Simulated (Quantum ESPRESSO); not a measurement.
# blue phosphorene, 1 layer, rectangular cell: a series in strain along the second axis, part 3 of 5

Wanted: a table for blue phosphorene, 1 layer, rectangular cell against strain along the second axis, and what can be fitted to it.

Quantum ESPRESSO 7.5; plane-wave DFT, PBE, GBRV ultrasoft pseudopotentials.

So far. Step 2 (Variable-cell relaxation of the reference):  The last row is no step: it is a fresh SCF in the final cell with a new plane-wave basis, +0 meV from the row before. Step 3 (Relaxation with pw.x, -4 %): The relaxation lowers the energy by 2 meV an atom.

## (5) Potential by pp.x, -4 %

plot_num = 11 writes the bare and Hartree potential, from which vacuum levels or, in a crystal, the mean potential are read.

The input, m0.pot.in:

```
&inputpp
  prefix = 'm0.scf'
  outdir = './out'
  filplot = 'm0.pot.dat'
  plot_num = 11
/
```

On the command line:

```console
> OMP_NUM_THREADS=1 mpirun -n 4 pp.x -in m0.pot.in > m0.pot.out
```

Output:

```text
[banner, memory and clock lines left out]
Program POST-PROC v.7.5 starts

          URL

     ./out/m0.scf.save/

     IMPORTANT: XC functional enforced from input :
     Exchange-correlation= PBE
                           (   1   4   3   4   0   0   0)
     Any further DFT definition will be discarded
     Please, verify this is what you really want

     negative rho (up, down):  2.970E-04 0.000E+00

     Calling punch_plot, plot_num =  11
     Writing data to file  m0.pot.dat
     Message from routine chdens:
     namelist plot not found or invalid, exiting
```

Run time: 1.3 s. Hardware: 4 MPI ranks of Intel Xeon Platinum 8375C at 2.90GHz (Ice Lake), shared host; peak memory 0.11 GiB.

This step gave:

```
slope of the potential above                                          : 8.97e-5 eV/Å
upper vacuum line continued to the top atoms, over the valence top    : 5.793 eV
slope of the potential below                                          : -6.79e-5 eV/Å
lower vacuum line continued to the bottom atoms, over the valence top : 5.793 eV
vacuum level at the upper face over the valence top of the mesh       : 5.794 eV
vacuum level at the lower face over the valence top of the mesh       : 5.794 eV
```

Electrostatic potential energy of an electron; zero at the highest filled level of the SCF mesh. The potential energy, planar mean by z:

```
z (Å)  potential energy, planar mean (eV)
    0                                5.79
    1                                5.79
    2                                5.79
    3                                5.79
    4                                5.79
    5                                5.75
    6                                5.08
    7                               -5.28
    8                               -9.50
    9                               -10.9
   10                                4.38
   11                                5.71
   12                                5.79
   13                                5.79
   14                                5.79
   15                                5.79
   16                                5.79
```

## (6) Bands along a path, -4 %

Bands along a path place the edges.

The input, m0.bands.in:

```
&control
  prefix = 'm0.bands'
  outdir = './out'
  pseudo_dir = './pseudo'
  calculation = 'bands'
/
&system
  ibrav = 0
  nat = 4
  ntyp = 1
  ecutwfc = 40
  ecutrho = 200
  occupations = 'smearing'
  smearing = 'fd'
  degauss = 0.002
  nbnd = 16
/
&electrons
  conv_thr = 1e-07
  mixing_beta = 0.4
  electron_maxstep = 120
  mixing_mode = 'plain'
/
ATOMIC_SPECIES
  P   30.9738  p_pbe_v1.5.uspp.F.UPF
CELL_PARAMETERS angstrom
  3.28026146000000 0.00000000000000 0.00000000000000
  0.00000000000000 5.45414017344000 0.00000000000000
  0.00000000000000 0.00000000000000 16.24000000000000
ATOMIC_POSITIONS crystal
  P   0.500000000000 0.168030064900 0.461339589000
  P   0.000000000100 0.668029970000 0.461339542000
  P   0.999999999900 0.331970030000 0.538660458000
  P   0.500000000000 0.831969935000 0.538660411000
K_POINTS crystal_b
5
  0.0000000000 0.0000000000 0.0000000000 12
  0.5000000000 0.0000000000 0.0000000000 12
  0.5000000000 0.5000000000 0.0000000000 12
  0.0000000000 0.5000000000 0.0000000000 12
  0.0000000000 0.0000000000 0.0000000000 1
```

On the command line:

```console
> cp -r out/m0.scf.save out/m0.bands.save
> cp out/m0.scf.xml out/m0.bands.xml
> OMP_NUM_THREADS=1 mpirun -n 4 pw.x -nk 4 -in m0.bands.in > m0.bands.out
```

Output:

```text
[banner, memory and clock lines left out]
Program PWSCF v.7.5 starts

          URL

     Atomic positions and unit cell read from directory:
     ./out/m0.bands.save/

     Found identity + ( -0.5000  0.5000 -0.0000) symmetry
     This is a supercell, fractional translations are disabled
     Message from routine setup:
     using ibrav=0 with symmetry is DISCOURAGED, use correct ibrav instead

     G-vector sticks info

     bravais-lattice index     =            0
     lattice parameter (alat)  =       6.1988  a.u.
     unit-cell volume          =    1960.7281 (a.u.)^3
     number of atoms/cell      =            4
     number of atomic types    =            1
     number of electrons       =        20.00
     number of Kohn-Sham states=           16
     kinetic-energy cutoff     =      40.0000  Ry
     charge density cutoff     =     200.0000  Ry
     Exchange-correlation=  SLA  PW   PBX  PBC
                           (   1   4   3   4   0   0   0)

     celldm(1)=   6.198796  celldm(2)=   0.000000  celldm(3)=   0.000000
     celldm(4)=   0.000000  celldm(5)=   0.000000  celldm(6)=   0.000000

     crystal axes: (cart. coord. in units of alat)
               a(1) = (   1.000000   0.000000   0.000000 )
               a(2) = (   0.000000   1.662715   0.000000 )
               a(3) = (   0.000000   0.000000   4.950825 )

     reciprocal axes: (cart. coord. in units 2 pi/alat)
               b(1) = (  1.000000  0.000000  0.000000 )
               b(2) = (  0.000000  0.601426  0.000000 )
               b(3) = (  0.000000  0.000000  0.201987 )

     PseudoPot. # 1 for P  read from file:
     ./pseudo/p_pbe_v1.5.uspp.F.UPF
     Pseudo is Ultrasoft + core correction, Zval =  5.0
     Generated by new atomic code, or converted to UPF format
     Using radial grid of  903 points,  6 beta functions with:
                l(1) =   0
                l(2) =   0
                l(3) =   1
                l(4) =   1
                l(5) =   2
                l(6) =   2
     Q(r) pseudized with  8 coefficients,  rinner =    1.300   1.300   1.300
                                                       1.300   1.300

     atomic species   valence    mass     pseudopotential
     P                 5.00    30.97380     P ( 1.00)

      4 Sym. Ops., with inversion, found

   Cartesian axes

     site n.     atom                  positions (alat units)
         1        P      tau(   1) = (   0.5000000   0.2793861   2.2840115  )
         2        P      tau(   2) = (   0.0000000   1.1107435   2.2840113  )
         3        P      tau(   3) = (   1.0000000   0.5519716   2.6668136  )
         4        P      tau(   4) = (   0.5000000   1.3833290   2.6668134  )

     number of k points=    49  Fermi-Dirac smearing, width (Ry)=  0.0020
                       cart. coord. in units 2pi/alat
        k(    1) = (   0.0000000   0.0000000   0.0000000), wk =   0.0408163
        k(    2) = (   0.0416667   0.0000000   0.0000000), wk =   0.0408163
        k(    3) = (   0.0833333   0.0000000   0.0000000), wk =   0.0408163
        k(    4) = (   0.1250000   0.0000000   0.0000000), wk =   0.0408163
        k(    5) = (   0.1666667   0.0000000   0.0000000), wk =   0.0408163
        k(    6) = (   0.2083333   0.0000000   0.0000000), wk =   0.0408163
        k(    7) = (   0.2500000   0.0000000   0.0000000), wk =   0.0408163
        k(    8) = (   0.2916667   0.0000000   0.0000000), wk =   0.0408163
        k(    9) = (   0.3333333   0.0000000   0.0000000), wk =   0.0408163
        k(   10) = (   0.3750000   0.0000000   0.0000000), wk =   0.0408163
        k(   11) = (   0.4166667   0.0000000   0.0000000), wk =   0.0408163
        k(   12) = (   0.4583333   0.0000000   0.0000000), wk =   0.0408163
        k(   13) = (   0.5000000   0.0000000   0.0000000), wk =   0.0408163
        k(   14) = (   0.5000000   0.0250594   0.0000000), wk =   0.0408163
        k(   15) = (   0.5000000   0.0501188   0.0000000), wk =   0.0408163
        k(   16) = (   0.5000000   0.0751782   0.0000000), wk =   0.0408163
        k(   17) = (   0.5000000   0.1002377   0.0000000), wk =   0.0408163
        k(   18) = (   0.5000000   0.1252971   0.0000000), wk =   0.0408163
        k(   19) = (   0.5000000   0.1503565   0.0000000), wk =   0.0408163
        k(   20) = (   0.5000000   0.1754159   0.0000000), wk =   0.0408163
        k(   21) = (   0.5000000   0.2004753   0.0000000), wk =   0.0408163
        k(   22) = (   0.5000000   0.2255347   0.0000000), wk =   0.0408163
        k(   23) = (   0.5000000   0.2505941   0.0000000), wk =   0.0408163
        k(   24) = (   0.5000000   0.2756536   0.0000000), wk =   0.0408163
        k(   25) = (   0.5000000   0.3007130   0.0000000), wk =   0.0408163
        k(   26) = (   0.4583333   0.3007130   0.0000000), wk =   0.0408163
        k(   27) = (   0.4166667   0.3007130   0.0000000), wk =   0.0408163
        k(   28) = (   0.3750000   0.3007130   0.0000000), wk =   0.0408163
        k(   29) = (   0.3333333   0.3007130   0.0000000), wk =   0.0408163
        k(   30) = (   0.2916667   0.3007130   0.0000000), wk =   0.0408163
        k(   31) = (   0.2500000   0.3007130   0.0000000), wk =   0.0408163
        k(   32) = (   0.2083333   0.3007130   0.0000000), wk =   0.0408163
        k(   33) = (   0.1666667   0.3007130   0.0000000), wk =   0.0408163
        k(   34) = (   0.1250000   0.3007130   0.0000000), wk =   0.0408163
        k(   35) = (   0.0833333   0.3007130   0.0000000), wk =   0.0408163
        k(   36) = (   0.0416667   0.3007130   0.0000000), wk =   0.0408163
        k(   37) = (   0.0000000   0.3007130   0.0000000), wk =   0.0408163
        k(   38) = (   0.0000000   0.2756536   0.0000000), wk =   0.0408163
        k(   39) = (   0.0000000   0.2505941   0.0000000), wk =   0.0408163
        k(   40) = (   0.0000000   0.2255347   0.0000000), wk =   0.0408163
        k(   41) = (   0.0000000   0.2004753   0.0000000), wk =   0.0408163
        k(   42) = (   0.0000000   0.1754159   0.0000000), wk =   0.0408163
        k(   43) = (   0.0000000   0.1503565   0.0000000), wk =   0.0408163
        k(   44) = (   0.0000000   0.1252971   0.0000000), wk =   0.0408163
        k(   45) = (   0.0000000   0.1002377   0.0000000), wk =   0.0408163
        k(   46) = (   0.0000000   0.0751782   0.0000000), wk =   0.0408163
        k(   47) = (   0.0000000   0.0501188   0.0000000), wk =   0.0408163
        k(   48) = (   0.0000000   0.0250594   0.0000000), wk =   0.0408163
        k(   49) = (   0.0000000   0.0000000   0.0000000), wk =   0.0408163

     Dense  grid:    93503 G-vectors     FFT dimensions: (  27,  48, 144)

     Smooth grid:    67087 G-vectors     FFT dimensions: (  25,  45, 125)

     The potential is recalculated from file :
[...]
-14.8703 -13.9998 -11.2514 -10.3500  -7.8265  -7.0636  -6.5090  -5.8193
    -3.7983  -3.3246  -0.3211   0.3901   1.0379   1.5760   3.5392   3.8666

          k = 0.5000 0.0000 0.0000 (  8400 PWs)   bands (ev):

   -14.4429 -14.4429 -10.8074 -10.8074  -7.4717  -7.4717  -6.1821  -6.1821
    -3.5437  -3.5437   0.0134   0.0134   1.2721   1.2721   3.7525   3.7525

          k = 0.5000 0.0251 0.0000 (  8392 PWs)   bands (ev):

   -14.4383 -14.4383 -10.8325 -10.8325  -7.4380  -7.4380  -6.1731  -6.1730
    -3.5599  -3.5599   0.0201   0.0201   1.2909   1.2909   3.6383   3.6383

          k = 0.5000 0.0501 0.0000 (  8370 PWs)   bands (ev):

   -14.4247 -14.4247 -10.9041 -10.9041  -7.3418  -7.3418  -6.1453  -6.1453
    -3.6071  -3.6071   0.0390   0.0390   1.3452   1.3452   3.3379   3.3379

          k = 0.5000 0.0752 0.0000 (  8392 PWs)   bands (ev):

   -14.4024 -14.4024 -11.0124 -11.0124  -7.1958  -7.1958  -6.0969  -6.0968
    -3.6811  -3.6811   0.0675   0.0675   1.4257   1.4257   2.9376   2.9376

          k = 0.5000 0.1002 0.0000 (  8400 PWs)   bands (ev):

   -14.3723 -14.3723 -11.1456 -11.1456  -7.0179  -7.0179  -6.0236  -6.0236
    -3.7757  -3.7757   0.1015   0.1016   1.5064   1.5064   2.5215   2.5215

          k = 0.5000 0.1253 0.0000 (  8394 PWs)   bands (ev):

   -14.3356 -14.3356 -11.2918 -11.2918  -6.8288  -6.8288  -5.9195  -5.9194
    -3.8839  -3.8839   0.1360   0.1361   1.4963   1.4963   2.2117   2.2117

          k = 0.5000 0.1504 0.0000 (  8406 PWs)   bands (ev):

   -14.2940 -14.2940 -11.4410 -11.4410  -6.6496  -6.6496  -5.7783  -5.7783
    -3.9985  -3.9984   0.1627   0.1627   1.2568   1.2568   2.1646   2.1646

          k = 0.5000 0.1754 0.0000 (  8410 PWs)   bands (ev):

   -14.2496 -14.2496 -11.5845 -11.5845  -6.4959  -6.4959  -5.6003  -5.6003
    -4.1117  -4.1117   0.1619   0.1619   0.9142   0.9142   2.2756   2.2756

          k = 0.5000 0.2005 0.0000 (  8390 PWs)   bands (ev):

   -14.2053 -14.2053 -11.7148 -11.7148  -6.3730  -6.3730  -5.3987  -5.3987
    -4.2158  -4.2158   0.0807   0.0807   0.6438   0.6438   2.4216   2.4216

          k = 0.5000 0.2255 0.0000 (  8356 PWs)   bands (ev):

   -14.1647 -14.1647 -11.8252 -11.8252  -6.2790  -6.2790  -5.1986  -5.1986
    -4.3021  -4.3021  -0.1227  -0.1227   0.5310   0.5310   2.5590   2.5591

          k = 0.5000 0.2506 0.0000 (  8350 PWs)   bands (ev):

   -14.1317 -14.1317 -11.9095 -11.9095  -6.2115  -6.2114  -5.0309  -5.0309
    -4.3617  -4.3617  -0.3538  -0.3538   0.5080   0.5080   2.6655   2.6656

          k = 0.5000 0.2757 0.0000 (  8358 PWs)   bands (ev):

   -14.1099 -14.1099 -11.9626 -11.9626  -6.1701  -6.1700  -4.9236  -4.9236
    -4.3904  -4.3904  -0.5207  -0.5207   0.5081   0.5081   2.7296   2.7296

          k = 0.5000 0.3007 0.0000 (  8356 PWs)   bands (ev):

   -14.1023 -14.1023 -11.9807 -11.9807  -6.1560  -6.1560  -4.8882  -4.8881
    -4.3970  -4.3969  -0.5808  -0.5808   0.5097   0.5097   2.7503   2.7504

          k = 0.4583 0.3007 0.0000 (  8358 PWs)   bands (ev):

   -14.1926 -14.1926 -11.8596 -11.8596  -6.2302  -6.2302  -4.9225  -4.9225
    -4.3045  -4.3044  -0.5407  -0.5407   0.5217   0.5217   2.7253   2.7253

          k = 0.4167 0.3007 0.0000 (  8384 PWs)   bands (ev):

   -14.4155 -14.4155 -11.5460 -11.5460  -6.4104  -6.4104  -5.0177  -5.0177
    -4.0724  -4.0724  -0.4429  -0.4429   0.5884   0.5885   2.6444   2.6445

          k = 0.3750 0.3007 0.0000 (  8350 PWs)   bands (ev):

   -14.6943 -14.6943 -11.1225 -11.1224  -6.6263  -6.6263  -5.1541  -5.1541
    -3.7804  -3.7804  -0.3339  -0.3338   0.7741   0.7741   2.5107   2.5107

          k = 0.3333 0.3007 0.0000 (  8334 PWs)   bands (ev):

   -14.9820 -14.9820 -10.6476 -10.6476  -6.8285  -6.8284  -5.3080  -5.3080
    -3.4918  -3.4918  -0.2216  -0.2216   1.1046   1.1046   2.3406   2.3406

          k = 0.2917 0.3007 0.0000 (  8340 PWs)   bands (ev):

   -15.2552 -15.2552 -10.1658 -10.1658  -6.9825  -6.9825  -5.4560  -5.4559
    -3.2520  -3.2520  -0.0645  -0.0645   1.5316   1.5317   2.1677   2.1677

          k = 0.2500 0.3007 0.0000 (  8358 PWs)   bands (ev):

   -15.5024 -15.5023  -9.7235  -9.7235  -7.0577  -7.0577  -5.5734  -5.5733
    -3.0868  -3.0868   0.1692   0.1693   1.7544   1.7544   2.2581   2.2581

          k = 0.2083 0.3007 0.0000 (  8372 PWs)   bands (ev):

   -15.7172 -15.7172  -9.3726  -9.3726  -7.0324  -7.0324  -5.6277  -5.6277
    -2.9966  -2.9966   0.4521   0.4521   1.5719   1.5720   2.7781   2.7781

          k = 0.1667 0.3007 0.0000 (  8386 PWs)   bands (ev):

   -15.8962 -15.8962  -9.1478  -9.1477  -6.9272  -6.9272  -5.5700  -5.5700
    -2.9626  -2.9625   0.5963   0.5963   1.4521   1.4522   3.1228   3.1228

          k = 0.1250 0.3007 0.0000 (  8378 PWs)   bands (ev):

   -16.0371 -16.0371  -9.0355  -9.0355  -6.8199  -6.8199  -5.3545  -5.3545
    -2.9612  -2.9612   0.3110   0.3110   1.6757   1.6757   2.8178   2.8179

          k = 0.0833 0.3007 0.0000 (  8370 PWs)   bands (ev):

   -16.1385 -16.1385  -8.9922  -8.9922  -6.7628  -6.7628  -5.0143  -5.0143
    -2.9736  -2.9736  -0.1802  -0.1802   2.0293   2.0293   2.5551   2.5551

          k = 0.0417 0.3007 0.0000 (  8396 PWs)   bands (ev):

   -16.1996 -16.1996  -8.9799  -8.9799  -6.7439  -6.7439  -4.6844  -4.6844
    -2.9870  -2.9869  -0.6133  -0.6132   2.2896   2.2896   2.4396   2.4396

          k = 0.0000 0.3007 0.0000 (  8400 PWs)   bands (ev):

   -16.2201 -16.2201  -8.9779  -8.9779  -6.7404  -6.7404  -4.5424  -4.5423
    -2.9928  -2.9927  -0.7902  -0.7902   2.3184   2.3185   2.4781   2.4781

          k = 0.0000 0.2757 0.0000 (  8400 PWs)   bands (ev):

   -16.3925 -16.0340  -9.0348  -8.9871  -6.9855  -6.4118  -4.6829  -4.3930
    -3.0382  -2.9684  -0.9469  -0.6096   2.0159   2.4337   2.4963   2.6160

          k = 0.0000 0.2506 0.0000 (  8402 PWs)   bands (ev):

   -16.5507 -15.8346  -9.1804  -9.0353  -7.1232  -6.0283  -4.8137  -4.2361
    -3.0962  -2.9748  -1.0725  -0.4121   1.7250   2.3585   2.4940   2.8753

          k = 0.0000 0.2255 0.0000 (  8390 PWs)   bands (ev):

   -16.6946 -15.6227  -9.4141  -9.1026  -7.1533  -5.6119  -4.9338  -4.0734
    -3.1603  -3.0204  -1.1614  -0.2037   1.4568   2.2510   2.4770   2.9783

          k = 0.0000 0.2005 0.0000 (  8397 PWs)   bands (ev):

   -16.8238 -15.3991  -9.7120  -9.1768  -7.0991  -5.1778  -5.0426  -3.9070
    -3.2255  -3.1090  -1.2128   0.0099   1.2187   2.1132   2.4506   2.8688

          k = 0.0000 0.1754 0.0000 (  8397 PWs)   bands (ev):

   -16.9381 -15.1652 -10.0463  -9.2506  -6.9883  -5.1395  -4.7372  -3.7398
    -3.2880  -3.2379  -1.2323   0.2233   1.0164   1.9513   2.4191   2.7432

          k = 0.0000 0.1504 0.0000 (  8377 PWs)   bands (ev):

   -17.0375 -14.9230 -10.3955  -9.3195  -6.8421  -5.2243  -4.3006  -3.5754
    -3.3989  -3.3450  -1.2299   0.4300   0.8534   1.7744   2.3862   2.6273

          k = 0.0000 0.1253 0.0000 (  8375 PWs)   bands (ev):

   -17.1218 -14.6757 -10.7446  -9.3808  -6.6757  -5.2965  -3.8803  -3.5809
    -3.4184  -3.3923  -1.2167   0.6223   0.7306   1.5939   2.3545   2.5194

          k = 0.0000 0.1002 0.0000 (  8369 PWs)   bands (ev):

   -17.1908 -14.4285 -11.0810  -9.4326  -6.5017  -5.3558  -3.7711  -3.5271
    -3.3909  -3.2745  -1.2013   0.6460   0.7904   1.4218   2.3261   2.4027

          k = 0.0000 0.0752 0.0000 (  8357 PWs)   bands (ev):

   -17.2446 -14.1908 -11.3913  -9.4739  -6.3327  -5.4022  -3.9551  -3.4926
    -3.1505  -3.1055  -1.1887   0.5939   0.9225   1.2705   2.2350   2.3026

          k = 0.0000 0.0501 0.0000 (  8377 PWs)   bands (ev):

   -17.2831 -13.9797 -11.6558  -9.5039  -6.1854  -5.4354  -4.1148  -3.5128
    -3.0542  -2.8230  -1.1806   0.5663   1.0072   1.1517   2.0472   2.2851

          k = 0.0000 0.0251 0.0000 (  8383 PWs)   bands (ev):

   -17.3062 -13.8249 -11.8431  -9.5221  -6.0811  -5.4554  -4.2270  -3.5268
    -2.9927  -2.6329  -1.1765   0.5543   1.0435   1.0756   1.9207   2.2743

          k = 0.0000 0.0000 0.0000 (  8369 PWs)   bands (ev):

   -17.3139 -13.7661 -11.9129  -9.5281  -6.0428  -5.4621  -4.2681  -3.5316
    -2.9716  -2.5655  -1.1753   0.5512   1.0494   1.0505   1.8789   2.2706

     XML data file, pseudopotentials, collected wavefunctions

                                        0.00s GPU  (     956 calls)
```

Run time: 34 s. Hardware: 4 MPI ranks; peak memory 0.39 GiB; 2.2 min of CPU time.

Read from the output:

```
conduction bottom, on the run's zero : -1.232 eV
gap by band count                    : 1.333 eV
```

Band numbers count within the set of bands kept for display. The electronic bands at the labelled points (eV, zero at the highest filled level of the SCF mesh; v1 is the highest filled band, c1 the lowest empty one):

```
  point     v4     v3     v2     v1    c1    c2    c3    c4
      Γ  -1.70  -0.97  -0.41   0.00  1.39  3.12  3.61  3.62
halfway  -2.49  -2.01  -1.78  -0.58  1.88  3.56  4.50  4.85
      X  -3.62  -3.62  -0.98  -0.98  2.58  2.58  3.84  3.84
halfway  -3.21  -3.21  -1.43  -1.43  2.73  2.73  3.82  3.82
      S  -2.32  -2.32  -1.83  -1.83  1.98  1.98  3.08  3.08
halfway  -3.01  -3.01  -0.52  -0.52  2.73  2.73  4.32  4.32
      Y  -1.98  -1.98  -0.43  -0.43  1.78  1.78  4.88  4.88
halfway  -1.74  -1.01  -0.83  -0.78  1.34  3.00  3.42  4.34
      Γ  -1.70  -0.97  -0.41   0.00  1.39  3.12  3.61  3.62
```

Along this path the valence top lies at Γ and the conduction bottom between Y and Γ.

[end of part 3 of 5]

[Logs are printed without paths, hosts, clocks, repeated set-up lines and the standing remarks that a program may print on its own settings, such as how far it seeks lower states.]

[Hosts, paths, dates, database ids (printed as entryN), source tags and the programs' standing remarks are cut or masked in the printed files.]

[Maps of the electrostatic potential energy from Ansatz leave out the sawtooth potential of an applied field or a dipole correction, so their vacuum need not be flat; planar profiles and work functions include it.]
